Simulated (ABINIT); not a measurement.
A run of ABINIT 10.8.3 (patched build) is set up as follows.

File run.abi:

```
# Datasets: ground state, then fixed potential
ndtset 2

# Pseudopotentials
pp_dirpath "./"
pseudos "Te.LDA_PW-JTH.xml, Be.LDA_PW-JTH.xml"

# Structure
acell 7.4027593915 7.4027593915 7.4027593915
rprim
     0.0000000000     0.7071067812     0.7071067812
     0.7071067812     0.0000000000     0.7071067812
     0.7071067812     0.7071067812     0.0000000000
ntypat 2
znucl 52 4
natom 2
typat 1 2
xred
     0.7500000000     0.7500000000     0.7500000000
     0.0000000000     0.0000000000     0.0000000000

# Plane-wave basis
ecut 625.861884 eV
pawecutdg 45.0

# Exchange and correlation
ixc -208012
usekden 1
pawxcdev 0

# Bands and occupations
occopt 3
tsmear 0.05 eV

# SCF cycle
nstep 100
diemix 0.3
optforces 0
optstress 0

# Output
iomode 3
prtwf 0
prteig 0
prtebands 0
enunit 1
prtden1 1
prtkden1 1
prtvha1 1
prtvclmb1 1
prtpot1 1

# Dataset 1
kptopt1 1
ngkpt1 8 8 8
nshiftk1 1
shiftk1 0.0 0.0 0.0
nband1 9
tolvrs1 1.0e-7

# Dataset 2: bands along G-X-W-K-G-L-U-W-L-K
iscf2 -2
getden2 1
getkden2 1
nband2 15
nbdbuf2 4
tolwfr2 1.0e-11
kptopt2 -9
ndivsm2 8
prteig2 1
kptbounds2
     0.0000000000     0.0000000000     0.0000000000
     0.5000000000     0.0000000000     0.5000000000
     0.5000000000     0.2500000000     0.7500000000
     0.3750000000     0.3750000000     0.7500000000
     0.0000000000     0.0000000000     0.0000000000
     0.5000000000     0.5000000000     0.5000000000
     0.6250000000     0.2500000000     0.6250000000
     0.5000000000     0.2500000000     0.7500000000
     0.5000000000     0.5000000000     0.5000000000
     0.3750000000     0.3750000000     0.7500000000
```

Potentials or basis: JTH PAW LDA v2.0.

Launch:

```sh
$ abinit run.abi > log 2>&1
```

(1) What does it give for the band gap along the path?

(2) Estimate the band gap on the k mesh.

Results:

(1) 2.56 eV, indirect (least direct gap 4.28 eV).

(2) 2.56 eV, indirect (least direct gap 4.28 eV).

Caveat: the constant c of TB-mBJ comes from the pseudo density here, which moves gaps by up to 0.3 eV between sets of potentials; spin-orbit coupling is left out, which moves the levels of the heavy elements.
